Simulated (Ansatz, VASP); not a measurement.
## Al35N36 (V_Al): VASP beside Ansatz

Wanted: the spread between two codes on one cell, functional and k mesh. The cell is taken from a series of runs on this material, whose earlier steps may have relaxed, scaled, displaced or heated it; both programs get it as it stands.

Method: plane waves, with VASP 6.6.1 beside it; r2SCAN, in Ansatz 0.2.0.

**1. The starting structure**

The cell holds 71 atoms: 35 Al and 36 N. Its edges and angles: a = 9.320 Å, b = 9.320 Å, c = 9.956 Å, α = 90.0°, β = 90.0°, γ = 120.0°. It derives from AlN (AlN (P6_3mc)). Nearest the centre at fractional (0.444, 0.556, 0.500): N52 at 2.11 Å, N56 at 2.13 Å, N40 at 2.14 Å, N55 at 2.14 Å, N53 at 3.07 Å, Al22 at 3.11 Å, Al7 at 3.11 Å, Al17 at 3.11 Å.

Structure file:

```
Al N
1.0
     9.31957    0.00000    0.00000
    -4.65978    8.07098    0.00000
     0.00000    0.00000    9.95648
Al N
35 36
Cartesian
  1.5510 0.8942 2.4771
  0.0073 1.7442 4.9991
  1.5518 0.8882 7.4794
  -0.0017 1.7790 9.9497
  -0.0044 3.5833 2.4272
  -1.5889 4.5182 5.0018
  -0.0453 3.5581 7.4770
  -1.5648 4.4880 9.9495
  -1.5556 6.2757 2.4763
  -3.1090 7.1732 4.9756
  -1.5601 6.2789 7.4794
  -3.1079 7.1725 0.0048
  4.6565 0.8944 2.4768
  3.0884 1.7467 5.0039
  4.6635 0.8971 7.4711
  3.1052 1.7797 9.9511
  3.1046 3.5850 2.4307
  3.1518 3.5582 7.4817
  1.5521 4.4816 9.9376
  1.5518 6.2784 2.4267
  -0.0493 7.1840 5.0017
  1.5533 6.3267 7.4782
  -0.0119 7.1781 9.9497
  7.7653 0.8940 2.4776
  6.2120 1.7913 4.9743
  7.7600 0.8975 7.4704
  6.2114 1.7915 0.0009
  6.2113 3.5861 2.4767
  4.6895 4.5186 5.0033
  6.2125 3.5794 7.4713
  4.6690 4.4880 9.9517
  4.6588 6.2763 2.4775
  3.1509 7.1876 4.9993
  4.6646 6.2788 7.4795
  3.1157 7.1786 9.9500
  1.5480 0.8908 4.3820
  0.0016 1.7831 1.8822
  1.5498 0.8918 9.3641
  0.0023 1.7826 6.8783
  -0.2038 3.4711 4.3045
  -1.5581 4.4854 1.8820
  -0.0083 3.5827 9.3723
  -1.5566 4.4862 6.8789
  -1.5632 6.2807 4.3817
  -3.1060 7.1709 1.8997
  -1.5607 6.2788 9.3636
  -3.1053 7.1712 6.8701
  4.6530 0.8970 4.3807
  3.1048 1.7842 1.8846
  4.6583 0.8973 9.3591
  3.1057 1.7825 6.8809
  3.2883 3.4794 4.3141
  1.5525 4.4809 1.8993
  3.1101 3.5831 9.3762
  1.5572 4.4786 7.1178
  1.5503 6.5085 4.3037
  -0.0065 7.1732 1.8822
  1.5500 6.2831 9.3730
  -0.0052 7.1720 6.8789
  7.7642 0.8943 4.3806
  6.2132 1.7904 1.8986
  7.7601 0.8975 9.3584
  6.2139 1.7904 6.8687
  6.2083 3.5882 4.3802
  4.6645 4.4855 1.8854
  6.2098 3.5836 9.3593
  4.6672 4.4860 6.8804
  4.6610 6.2802 4.3823
  3.1138 7.1732 1.8820
  4.6599 6.2789 9.3644
  3.1148 7.1729 6.8787
```

**2. Ansatz: single point, r2SCAN**

Ansatz runs on its PAW soft_1 files.

With cell and atoms fixed, the geometry can't cause a difference; cores, projectors, grids and the points listed under the comparison can.

Contents of input.yaml:

```yaml
crystal:
  checkpoint: "../qp1_M2.relax.run"
  host: checkpoint
basis:
  ecutwfc: 500
  xc_grid: 2
hamiltonian:
  xc: r2scan
  pseudopotentials: { kind: paw, azcp: { folder: soft_1 } }
kpoints:
  mp_grid: { grid: [2, 2, 2], shift: [0.5, 0.5, 0.5] }
scf:
  occupations: { method: fermi_dirac, width: 0.01 }
  max_iter: 100
output:
  forces: true
  eigenvalues: true
  charged_corrections: { defect_position: [0.444444, 0.555556, 0.499602] }
checkpoint:
  read: "../qp1_M2.relax.run"
  write: "../qp1_M2.point_neutral.run"
  compress: false
  write_wavefunctions: false
  write_every: 100000
magnetization:
  spin_polarized: true
  initial_magnetization: 1
  spin_locking: { lock_magnetization: hard }
```

On the command line:

```
$ ansatz run input.yaml --threads 4 --pin off --max-ram 15073MiB --backend cpu --events-out ev --progress --plain --runs-dir out
```

Numbers of over 12 decimals in the logs are rounded to 6 here.

Output:

```text
Warning: This run holds its total moment fixed (magnetization.spin_locking.lock_magnetization: hard) and mixes its density by anderson or broyden (scf.mixing.algorithm, typed or taken by auto). Slabs with a fixed moment have converged under broyden above another state at the same moment, at the default mixing steps and at smaller ones, and under scf.lower_state_search: standard, light or off a state that such a mixer [...]
checkpoint.read: neither the saved density nor the saved orbitals are used: the state is of another total charge, and does not settle where this run's electrons and spins go. The run starts from its atoms. Which states do: the manual's quickstart, A charge series.
crystal.checkpoint: the structure is that of <dir>, a `relax` run, at its step 5: its result, under r2scan at a charge of 1 e; 71 atoms read, 4 with a starting moment; this deck's charge is 0 e; this run starts in the magnetic order that was found there; no density is read with it (checkpoint.read); crystal.structure_sha256 for this input is
Engine: ansatz 0.2.0, aarch64-unknown-linux-gnu
Pseudopotentials: kind: paw
Pseudopotential: Al, paw, valence charge 3, recommended cutoff 500 eV (meta_gga), soft_1/Al.paw.azcp
Pseudopotential: N, paw, valence charge 5, recommended cutoff 500 eV (meta_gga), soft_1/N.paw.azcp
Functional definition: r2SCAN
  parameter k0 = 0.174
  parameter k1 = 0.065
  parameter a1 = 4.9479
  exchange = r2scan_x(k0 = k0, k1 = k1, a1 = a1)
  correlation = r2scan_c
Crystal: 71 atoms, lattice volume = 748.907 Å³
Basis set: ecut = 500 eV, 18913 PW (Γ), exchange–correlation on 144×144×150 points (8 copies of the dense FFT grid, shifted against one another)
Bands: 214, of which v1, the nominal top of the filled ones, is band 143 counted from 1 (142 counted from 0)
Symmetry: 1 space group operations
Space group: P1 (ITA 1), of the structure as read, at distance tolerance 9.1e-5 Å
Magnetic group: BNS 1.1 (UNI 1), of the structure as read, at distance tolerance 9.1e-5 Å
k-points: 4 of 8 (time reversal used)
Non-local potential: Al, projectors of the file, l = 0: 2, l = 1: 2, l = 2: 1
Non-local potential: N, projectors of the file, l = 0: 2, l = 1: 2, l = 2: 1
PAW form: soft (Blöchl's): semilocal exchange-correlation on the pseudo side does not see the compensation charge
PAW frozen core: Al, regenerated for the run's functional (the file was generated under x = pbe(κ = 0.804, μ = 0.219515), c = pbe(β = 0.066725))
PAW frozen core: N, regenerated for the run's functional (the file was generated under x = pbe(κ = 0.804, μ = 0.219515), c = pbe(β = 0.066725))
PAW one-centre angular grid: Al, 302 points (default); XC on 160 Gauss nodes
PAW one-centre angular grid: N, 302 points (default); XC on 160 Gauss nodes
Initial density: superposition of atomic densities (chi_scale 0.1, normalization cell, long waves kept (reshape's long-wave potential 0.14 eV rms))
Starting moments: Σ|m| = 2.1822 μB on 4 of 71 sites
Initial wavefunctions: pseudopotential atomic-orbital guess
Functional: x = r2scan, c = r2scan; τ floored in thin density (d = 2e-4 eV/Å³)
SCF iter   1: F=—  HF=-32910.333299 eV  |F-HF|=—  |Δ(HF+E_count)|=         —  Δρ=6.77e-2 (↑6.76e-2 ↓6.77e-2)  dr2=1.63e2  dr2_τ=4.78e0  dr2_m=5.85e-1  M=1.000 μB ∫|m|=2.775 μB  β_m=0.30  ethr=3.10e-3  ⟨swp⟩=6.0  Hψ=6814  notcnv=0  defer=434
preconditioner: auto → Resta (q_TF=auto, 2.323 Å⁻¹)  ε∞=3.3  [insulator: Δε(μ)=0.286 eV  Ē_g=15.053 eV  σ=0.010 eV  W_gap=1.00  n_scr=144 (ndim 8)  ℏωp=22.9 eV  f_vac=0.000  D(μ)=0.00/eV (n_scr^D=0)  ε∞_Penn≈3.3]
spin=Collinear: Resta preconditioning applied to the charge; magnetization (m = ρ↑ − ρ↓) channel mixes plain (no charge-response kernel on spin).
SCF iter   2: F=—  HF=-32878.177419 eV  |F-HF|=—  |Δ(HF+E_count)|=    3.22e1  Δρ=3.59e-2 (↑3.54e-2 ↓3.59e-2)  dr2=4.46e1  dr2_τ=3.74e-1  dr2_m=3.04e-1  M=1.000 μB ∫|m|=2.840 μB  β_m=1.00  ethr=3.10e-3  ⟨swp⟩=3.0  Hψ=3208  notcnv=0  defer=520  κ⁻¹=1.0e0(r=1)
spin-set hold released at iteration 2 (site moments show no strong build): the magnetisation degrees of freedom join the quasi-Newton model from the next iteration; the mixer history was kept
SCF iter   3: F=—  HF=-32873.490228 eV  |F-HF|=—  |Δ(HF+E_count)|=    4.69e0  Δρ=1.77e-2 (↑1.74e-2 ↓1.77e-2)  dr2=5.02e0  dr2_τ=2.56e-1  dr2_m=2.54e-2  M=1.000 μB ∫|m|=3.071 μB  β_m=1.20  ethr=3.10e-3  ⟨swp⟩=3.1  Hψ=3254  notcnv=0  defer=523  κ⁻¹=5.1e-2(r=2)
[...]
atom  59  N      0.03854612     0.06221665    -0.07689293
  atom  60  Al     0.08197981     0.09964740    -0.15192559
  atom  61  Al    -0.18362079    -0.09162716    -0.02295571
  atom  62  N      0.00462578    -0.04163050     0.04589123
  atom  63  N      0.19323874     0.01851493     0.12271792
  atom  64  Al    -0.08711094    -0.01952488     0.09047147
  atom  65  Al    -0.78738254    -0.28463634    -0.23670964
  atom  66  N      0.22663748     0.03411613    -0.00150052
  atom  67  N      0.14702860     0.07766161    -0.17728131
  atom  68  Al    -0.14590816    -0.04804910    -0.13206388
  atom  69  Al    -0.23493507    -0.07019853    -0.00176324
  atom  70  N      0.13688031    -0.00017072     0.04382653
  atom  71  N      0.17704488     0.26619609     0.21254587
  max |Σ_I F_I| component: 1.66e-2 eV/Å
--- Band table (eV; the first three rows and the last of 8) ---
  k-point 0 ↑: bands = [... 139 lower, 6.2468, 6.2885, 6.3655, 6.7532, 8.2229, 12.5956, 12.6641, 12.7998, ... 67 higher]
  k-point 1 ↑: bands = [... 139 lower, 6.2465, 6.2887, 6.3650, 6.7533, 8.2229, 12.5954, 12.6643, 12.7996, ... 67 higher]
  k-point 2 ↑: bands = [... 139 lower, 6.3107, 6.3385, 6.6012, 6.6623, 8.1946, 12.2201, 12.5487, 12.7759, ... 67 higher]
  k-point 3 ↓: bands = [... 139 lower, 6.3722, 6.4245, 7.4784, 8.3181, 8.5963, 12.2264, 12.5638, 12.7531, ... 67 higher]
```

In the SCF lines HF is the Harris–Foulkes energy and dr2 the Hartree energy of the density residual, in eV; the loop may stop once dr2 is under the threshold and the program's other checks hold. Hψ counts applications of the Hamiltonian.

**3. VASP: single point, r2SCAN**

The same cell, functional, mesh and smearing now go to VASP, with its own data sets.

Lines of VASP's logs that name or quote its potential files are left out, and so is its time.

Contents of INCAR:

```
SYSTEM = Al35N36
PREC = Accurate
ENCUT = 580
EDIFF = 1E-06
NELM = 200
ISMEAR = -1
SIGMA = 0.01
LREAL = Auto
ALGO = Normal
METAGGA = R2SCAN
LASPH = .TRUE.
NBANDS = 192
ISPIN = 2
MAGMOM = 0 -0 0 0 -0 -0 -0 0 -0 -0 -0 -0 0 0 -0 0 0 -0 -0 -0 -0 -0 0 -0 0 -0 -0 0 0 -0 0 0 -0 0 0 -0 0.01 -0 -0 0.44 0.01 0.02 -0 -0 0 0 0 -0.02 -0.01 0 0 -0.57 -0 0.02 0.36 0.44 0.01 0.02 -0 0.05 -0 0 -0 -0.02 -0.01 0 0 -0 0.01 -0 -0
LORBIT = 11
LWAVE = .FALSE.
LCHARG = .FALSE.
ISIF = 2
ISYM = 0
NUPDOWN = 1
GGA_COMPAT = .FALSE.
LMIXTAU = .TRUE.
KPAR = 4
```

Contents of POSCAR:

```
Al35N36
1.0
    9.3195655359      0.0000000860      0.0000000000
   -4.6597828424      8.0709804634      0.0000000000
    0.0000000000      0.0000000000      9.9564777190
Al N
35 36
Direct
    0.2218208759      0.1107862332      0.2487948731
    0.1088415940      0.2161124370      0.5020908644
    0.2215300731      0.1100436994      0.7512114459
    0.1100230828      0.2204207864      0.9993195325
    0.2215161355      0.4439776189      0.2437784623
    0.1094203474      0.5598125233      0.5023623010
    0.2155657383      0.4408532479      0.7509650135
    0.1101250563      0.5560669978      0.9993019614
    0.2218623450      0.7775650487      0.2487133435
    0.1107869757      0.8887620242      0.4997358544
    0.2215756246      0.7779558396      0.7512092056
    0.1108598863      0.8886742732      0.0004859909
    0.5550531461      0.1108204256      0.2487639891
    0.4395977148      0.2164133945      0.5025745531
    0.5559746350      0.1111508663      0.7503777614
    0.4434461834      0.2205000033      0.9994612171
    0.5552181027      0.4441889556      0.2441360102
    0.5586241592      0.4408639974      0.7514367177
    0.4441825893      0.5552719702      0.9981067539
    0.5554618513      0.7779015562      0.2437272123
    0.4397627481      0.8901013978      0.5023533865
    0.5586062352      0.7838792337      0.7510876948
    0.4434093959      0.8893682307      0.9993207749
    0.8886147147      0.1107692755      0.2488404569
    0.7775230685      0.2219386560      0.4996011588
    0.8882604477      0.1112012799      0.7503088802
    0.7774755934      0.2219634909      0.0000930860
    0.8886405678      0.4443249677      0.2487495459
    0.7831193498      0.5598569301      0.5025169711
    0.8883528301      0.4434929312      0.7503985643
    0.7790184925      0.5560617096      0.9995211566
    0.8887149867      0.7776394632      0.2488362049
    0.7833696214      0.8905509779      0.5021174772
    0.8894917083      0.7779479909      0.7512222404
    0.7790309426      0.8894314967      0.9993449905
    0.2212867825      0.1103681508      0.4401116638
    0.1106324817      0.2209312537      0.1890384948
    0.2215504437      0.1104997342      0.9405079340
    0.1106800524      0.2208630317      0.6908353378
    0.1931682045      0.4300757726      0.4323326337
    0.1106837196      0.5557473321      0.1890264966
    0.2210585074      0.4439049427      0.9413271475
    0.1108957987      0.5558401784      0.6908991283
    0.2213564495      0.7781785821      0.4400885863
    0.1109617217      0.8884819739      0.1907974303
    0.2215068437      0.7779517958      0.9404521867
    0.1110616653      0.8885224523      0.6900170493
    0.5548484557      0.1111425459      0.4399858933
    0.4436757557      0.2210617394      0.1892790614
    0.5554297476      0.1111751790      0.9399974248
    0.4436735074      0.2208487841      0.6911012168
    0.5683871306      0.4310951280      0.4332911233
    0.4441775661      0.5551830705      0.1907595543
    0.5556933045      0.4439465444      0.9417173500
    0.4445406139      0.5549003225      0.7148943776
    0.5695561351      0.8064036366      0.4322520071
    0.4436789967      0.8887603510      0.1890390007
    0.5555501642      0.7784769465      0.9413931740
    0.4437508322      0.8886197533      0.6909015263
    0.8885155557      0.1108094025      0.4399794904
    0.7775960882      0.2218331630      0.1906929066
    0.8882666817      0.1112029159      0.9399264719
    0.7776728537      0.2218285738      0.6898727734
    0.8884523272      0.4445837802      0.4399340002
    0.7783811426      0.5557530482      0.1893612047
    0.8883244228      0.4440072510      0.9400260774
    0.7786981527      0.5558150767      0.6910514761
    0.8891951380      0.7781260674      0.4401456156
    0.7785012952      0.8887657923      0.1890260635
    0.8889895250      0.7779577205      0.9405295206
    0.7785918382      0.8887331378      0.6908815303
```

Contents of KPOINTS:

```
Points of the shifted mesh
8
Reciprocal
 0.2500000000  0.2500000000  0.2500000000 1
 0.2500000000  0.2500000000  0.7500000000 1
 0.2500000000  0.7500000000  0.2500000000 1
 0.2500000000  0.7500000000  0.7500000000 1
 0.7500000000  0.2500000000  0.2500000000 1
 0.7500000000  0.2500000000  0.7500000000 1
 0.7500000000  0.7500000000  0.2500000000 1
 0.7500000000  0.7500000000  0.7500000000 1
```

PAW data sets: Al and N (PBE family, release 64).

On the command line:

```
$ mpirun -np 8 vasp_std
```

Output:

```text
[banner, memory and clock lines left out]
running    8 mpi-ranks, on    1 nodes
[...]
|                                                                             |
|           W    W    AA    RRRRR   N    N  II  N    N   GGGG   !!!           |
|           W    W   A  A   R    R  NN   N  II  NN   N  G    G  !!!           |
|           W    W  A    A  R    R  N N  N  II  N N  N  G       !!!           |
|           W WW W  AAAAAA  RRRRR   N  N N  II  N  N N  G  GGG   !            |
|           WW  WW  A    A  R   R   N   NN  II  N   NN  G    G                |
|           W    W  A    A  R    R  N    N  II  N    N   GGGG   !!!           |
|                                                                             |
|     For optimal performance we recommend to set                             |
|       NCORE = 2 up to number-of-cores-per-socket                            |
|     NCORE specifies how many cores store one orbital (NPAR=cpu/NCORE).      |
|     This setting can greatly improve the performance of VASP for DFT.       |
[...]
|                                                                             |
|     You enforced a specific xc type in the INCAR file but a different       |
|     [... a line on the potential file left out ...]
|     I HOPE YOU KNOW WHAT YOU ARE DOING!                                     |
|                                                                             |

 LDA part: xc-table for (None), standard interpolation
 POSCAR, INCAR and KPOINTS ok, starting setup
[...]
entering main loop
       N       E                     dE             d eps       ncg     rms          rms(c)
DAV:   1     0.117193184166E+04    0.11719E+04   -0.14645E+05  6144   0.152E+03
DAV:   2    -0.676999319171E+03   -0.18489E+04   -0.17750E+04  7688   0.303E+02
DAV:   3    -0.824521212968E+03   -0.14752E+03   -0.14609E+03  7384   0.924E+01
DAV:   4    -0.827068365960E+03   -0.25472E+01   -0.25372E+01  7280   0.126E+01
[...]
DAV:  23    -0.675592853502E+03   -0.82488E-05   -0.20556E-06  4480   0.496E-03    0.473E-03
DAV:  24    -0.675592854651E+03   -0.11491E-05   -0.10781E-06  3576   0.275E-03    0.239E-03
DAV:  25    -0.675592854455E+03    0.19661E-06   -0.13742E-07  3472   0.117E-03
   1 F= -.67559285E+03 E0= -.67559285E+03  d E =-.336896E-11  mag=     1.0000
```

Parts of OUTCAR (step 3):

```text
  FREE ENERGIE OF THE ION-ELECTRON SYSTEM (eV)
  ---------------------------------------------------
  free  energy   TOTEN  =      -675.5928544547 eV

  energy  without entropy=     -675.5928544547  energy(sigma->0) =     -675.59285445

 magnetization (x)
# of ion       s       p       d       tot
------------------------------------------
    1        0.000   0.000   0.000   0.000
    2       -0.002  -0.002   0.000  -0.004
    3        0.000   0.000   0.000   0.000
    4        0.000   0.000   0.000   0.001
    5       -0.002  -0.003   0.000  -0.005
    6       -0.003  -0.006   0.000  -0.009
    7       -0.002  -0.003   0.000  -0.005
    8        0.000   0.000   0.000   0.001
    9       -0.000  -0.000   0.000  -0.000
   10       -0.000  -0.000   0.000  -0.000
   11       -0.000  -0.000   0.000  -0.000
   12       -0.000  -0.000   0.000  -0.000
   13        0.000   0.000   0.000   0.000
[...]
--------------------------------------------------
tot          0.025   0.688   0.000   0.713
```

The run ends at a pressure of 1.07 GPa, with forces up to 1.2 eV/Å.

**4. Side by side**

Known differences besides the potentials themselves: VASP starts from the moments at which Ansatz ended; VASP keeps PBE cores, Ansatz makes them for the functional; the cutoff is 500 eV in Ansatz and 580 eV in VASP (PREC = Accurate, projectors in real space); site moments are counted in spheres of each program's own size. Total energies have different zeros and are not compared.

The two programs side by side:

```csv
quantity,Ansatz,VASP,difference
"total moment, fixed by the input (μB)",1.00,1.00,0.00
moment on N52 (μB),-0.57,-0.55,-0.02
moment on N56 (μB),0.44,0.43,+0.01
moment on N40 (μB),0.44,0.43,+0.02
moment on N55 (μB),0.36,0.34,+0.02
moment on N60 (μB),0.05,0.05,0.00
```

Forces on 7 of the 71 atoms, those with the largest forces and the largest differences (eV/Å; atoms numbered as in POSCAR):

```
atom          Ansatz x, y, z            VASP x, y, z
 Al2   -0.151, 0.830, -0.242   -0.153, 0.822, -0.221
 Al6   0.674, -0.477, -0.311   0.666, -0.475, -0.293
 Al7    0.997, 0.565, -0.372    1.010, 0.572, -0.365
Al18   -0.914, 0.537, -0.268   -0.924, 0.540, -0.257
Al21   0.746, -0.345, -0.312   0.740, -0.337, -0.294
Al22   0.014, -1.144, -0.383   0.015, -1.157, -0.376
Al33  -0.787, -0.285, -0.237  -0.780, -0.280, -0.216
```

The forces differ by 5.0 meV/Å r.m.s., which is 2.1 % of the r.m.s. force of 0.241 eV/Å (both taken over all components).

**5. Summary of results**

* r.m.s. force difference (single point, r2SCAN): 2.1 % of the r.m.s. force

What this shows: The r.m.s. force difference is 2.1 % of the r.m.s. force (single point, r2SCAN), within the 3 % picked in this series as the mark of a large difference. Such differences can come from data sets, numerical settings and the points named under the comparisons, not from the functional's error against experiment.

[Lines on the potential files, build, host, timing and source positions are cut from VASP's logs without a mark.]

[Logs are printed without paths, hosts, clocks, repeated set-up lines and the standing remarks that a program may print on its own settings, such as how far it seeks lower states.]

[Hosts, paths, dates, database ids (printed as entryN), source tags and the programs' standing remarks are cut or masked in the printed files.]
